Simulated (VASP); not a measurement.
A run of VASP 6.6.1 is set up as follows.

The input INCAR:

```
SYSTEM = W
PREC = Accurate
ENCUT = 600
EDIFF = 1E-7
ISMEAR = 1
SIGMA = 0.1
LREAL = .False.
LASPH = .True.
NELM = 80
ALGO = Normal
ISIF = 3
LWAVE = .False.
LCHARG = .False.
GGA = PS
IBRION = 2
NSW = 90
EDIFFG = -0.005
KPAR = 2
```

File KPOINTS:

```
regular mesh
0
Gamma
  16 16 16
  0 0 0
```

Contents of POSCAR:

```
W                                       
1.0
   -1.5776893479      1.5776893479      1.5776893479
    1.5776893479     -1.5776893479      1.5776893479
    1.5776893479      1.5776893479     -1.5776893479
  W             
     1
Direct
     0.0000000000000000    0.0000000000000000    0.0000000000000000
```

Potentials or basis: VASP PAW PBE potentials, release 64 (W_sv).

Run with:

```bash
$ cat potpaw_PBE.64/W_sv/POTCAR > POTCAR
$ mpirun -np 2 vasp_std > vasp.out
```

(1) Estimate the band gap on the k mesh.

(2) Estimate the relaxed cell.

## Answers

(1) none (metal or under the smearing width).

(2) a = 2.732 Å, b = 2.732 Å, c = 2.732 Å, α = 109.47°, β = 109.47°, γ = 109.47°.
